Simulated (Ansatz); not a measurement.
# Notes on ZnGeP₂

```yaml
crystal:
  lattice:
    - [0.00000, 5.53566, 0.00000]
    - [5.53566, 0.00000, 0.00000]
    - [2.76783, 2.76783, -5.45455]
  atoms:
    - { symbol: Ge, position: [0.50000, 0.50000, 0.00000] }
    - { symbol: Ge, position: [0.25000, 0.75000, 0.50000] }
    - { symbol: Zn, position: [0.00000, 0.00000, 0.00000] }
    - { symbol: Zn, position: [0.75000, 0.25000, 0.50000] }
    - { symbol: P, position: [0.37500, 0.38900, 0.75000] }
    - { symbol: P, position: [0.61100, 0.12500, 0.25000] }
    - { symbol: P, position: [0.87500, 0.86100, 0.75000] }
    - { symbol: P, position: [0.13900, 0.62500, 0.25000] }
```

Single point in Ansatz 0.2.0 with r2SCAN, no spin polarisation. Cutoff 500 eV, PAW datasets, 5×5×5 Γ-centred k mesh, fermi-dirac filling (width 0.0888 eV).

(1) Which orbitals make up the band edges?

(2) What is the formation energy?

(3) Metal or insulator? Give the gap.

(4) Is the cell too large or too small?

Origin: a database entry at a rescaled volume.

Results:

(1) Within 0.7 eV of the edges, the states project mainly on P p (86 %) below the gap and on P p (42 %), Ge s (21 %) and Ge p (14 %) above it.

(2) -0.27 eV an atom against the elements' usual phases (free molecules for gases, crystals otherwise, with no correction for O₂ or N₂), so it is bound against them; other compounds may still compete. Relaxing would lower it.

(3) The gap is 1.57 eV, indirect (the least direct gap found is 1.62 eV).

(4) The pressure is -3.3 GPa (compression positive), so with the atoms held at these fractions the cell would first shrink.
